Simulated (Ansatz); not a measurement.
SrF₂ (fluorite)

```
SrF2
1.0
    0.00000     2.92864     2.92864
    2.92864     0.00000     2.92864
    2.92864     2.92864     0.00000
Sr F
1 2
Direct
  0.00000   0.00000   0.00000
  0.25000   0.25000   0.25000
  0.75000   0.75000   0.75000
```

Calculation: PBE (plane waves to 420 eV, PAW, scalar-relativistic; Ansatz, a first-principles code). Harmonic phonons by density-functional perturbation theory on a 8×8×8 k mesh, in cm⁻¹; i marks imaginary ones, q is in fractions of the reciprocal vectors of the cell shown, and the three acoustic modes at Γ are left out. The non-analytic (LO-TO) term is not included, so polar modes at Γ have their transverse values. The program warned that its band solver left a few bands short of their tolerance. SrF2 was relaxed with its symmetry unable to fall.

**Question.** Is the structure dynamically stable at Γ, L = (0.5, 0.0, 0.0), X = (0.5, 0.5, 0.0)?

**Answer.** No imaginary mode at these points (lowest 90 cm⁻¹ at L = (0.5, 0.0, 0.0)); other wave vectors were not tested.

**Question.** List the wavenumbers at Γ, L = (0.5, 0.0, 0.0), X = (0.5, 0.5, 0.0), with degeneracies.

**Answer.** 
| q | wavenumbers (cm⁻¹) |
|---|---|
| Γ | 195 (×3), 270 (×3) |
| L = (0.5, 0.0, 0.0) | 90 (×2), 175, 223 (×2), 237 (×2), 264, 296 |
| X = (0.5, 0.5, 0.0) | 119 (×2), 134, 168 (×2), 198, 270 (×2), 340 |
